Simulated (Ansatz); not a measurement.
# HfS2: the cost of one run

Method: DFT LDA+D3(BJ), scalar-relativistic, plane waves, PAW, in Ansatz 0.2.0.

## 1. Starting point

Symmetry: P-3m1, No. 164, trigonal system. Conventional cell: a = 3.640 Å, b = 3.640 Å, c = 6.056 Å, α = 90.00°, β = 90.00°, γ = 120.00°. Hf (site symmetry -3m) is surrounded by 6 S at 2.54 Å. S (site symmetry 3m) is surrounded by 3 Hf at 2.54 Å.

As a file:

```
CELL_PARAMETERS angstrom
3.63966 0.00000 0.00000
-1.81983 3.15204 0.00000
0.00000 0.00000 6.05556
ATOMIC_POSITIONS crystal
Hf 0.00000 0.00000 0.00000
S 0.66667 0.33333 0.76395
S 0.33333 0.66667 0.23605
```

Source of the structure: the Materials Project (structure only).

(A quick probe on a coarse mesh, which set the mesh and smearing, is not shown.)

## 3. Relaxing cell and atoms

input.yaml

```yaml
crystal:
  lattice:
    - [3.63966418, 0.0, 0.0]
    - [-1.81983209, 3.1520416411, 0.0]
    - [0.0, 0.0, 6.05556247]
  atoms:
    - { symbol: Hf, position: [0.0, 0.0, 0.0] }
    - { symbol: S, position: [0.66666667, 0.33333333, 0.76395205] }
    - { symbol: S, position: [0.33333333, 0.66666667, 0.23604795] }
basis:
  ecutwfc: 420
kpoints:
  mp_grid: { grid: [9, 9, 6] }
hamiltonian:
  xc: lda
  pseudopotentials: { kind: paw, azcp: { folder: soft_1 } }
  dispersion: d3bj
scf:
  occupations: { method: gaussian, width: 0.02 }
output:
  forces: true
  stress: true
  eigenvalues: true
relax:
  adjacent_minimum: "off"
  f_tol: 0.005
  max_steps: 80
  cell: { stress_tol: 0.05 }
```

The run is started by

```bash
$ ansatz run input.yaml --threads 4 --pin off --max-ram 8192MiB --backend cpu --events-out ev --progress --plain --runs-dir out
```

Q: Estimate wall time and peak memory on 4 threads of Arm Neoverse N1, shared host.

About 20 s, with a peak of 0.42 GiB.
